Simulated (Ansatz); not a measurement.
## Generalised stacking fault on (111) (glide set) of a GaP-AlP solid solution (72 atoms): a reference run and its variants

The cell holds 72 atoms: 18 Al, 36 P and 18 Ga. Its edges and angles: a = 6.683 Å, b = 11.576 Å, c = 19.305 Å, α = 90.0°, β = 81.7°, γ = 90.0°. It derives from GaP and AlP. Zinc-blende GaP lattice (a = 5.4569 Å, the value set for the mixture), cell with z along [111], 1 x 3 x 2 periods; the third cell vector is tilted by 0.417 of 1/2[11-2] and lengthened by 0.2 Å, so the cell holds one fault (glide set); displaced by a Gaussian of 0.01 Å; 18 of 36 Ga sites given to Al at random (lattice constant by Vegard's rule between GaP and AlP).

Geometry: as built.

Reference run: Kohn-Sham DFT, PBE, PAW (set soft_2), plane waves (Ansatz 0.2.0), cutoff 420 eV, k-mesh 2×1×1, gaussian smearing of 0.025 eV.

* r.m.s. force component: 1.849 eV/Å
* pressure: 4.14 GPa
* gap (highest filled to lowest empty level): 0.7892 eV
* SCF cycles: 9
* time: 60 s on 4 threads of Arm Neoverse V1, shared host

Variants, in no order:
A. support functions high
B. support functions medium, spacing 0.411 Å (grid laid 0.402 Å)
C. support functions medium, spacing 0.206 Å (grid laid 0.201 Å)
D. support functions medium, spacing 0.343 Å (grid laid 0.322 Å)
E. support functions medium, spacing 0.297 Å (grid laid 0.278 Å)

Q: Order the variants from the smallest to the largest r.m.s. change of the forces.

A, C, E, D, B.

```
                                                         variant  Δ force, r.m.s. (meV/Å)  share of r.m.s. force (%)
                                       A. support functions high                    0.157                     0.0085
C. support functions medium, spacing 0.206 Å (grid laid 0.201 Å)                    0.336                     0.0182
E. support functions medium, spacing 0.297 Å (grid laid 0.278 Å)                     2.49                      0.135
D. support functions medium, spacing 0.343 Å (grid laid 0.322 Å)                     7.20                      0.390
B. support functions medium, spacing 0.411 Å (grid laid 0.402 Å)                      410                       22.2
```

[Logs are printed without paths, hosts, clocks, repeated set-up lines and the standing remarks that a program may print on its own settings, such as how far it seeks lower states.]

[Hosts, paths, dates, database ids (printed as entryN), source tags and the programs' standing remarks are cut or masked in the printed files.]
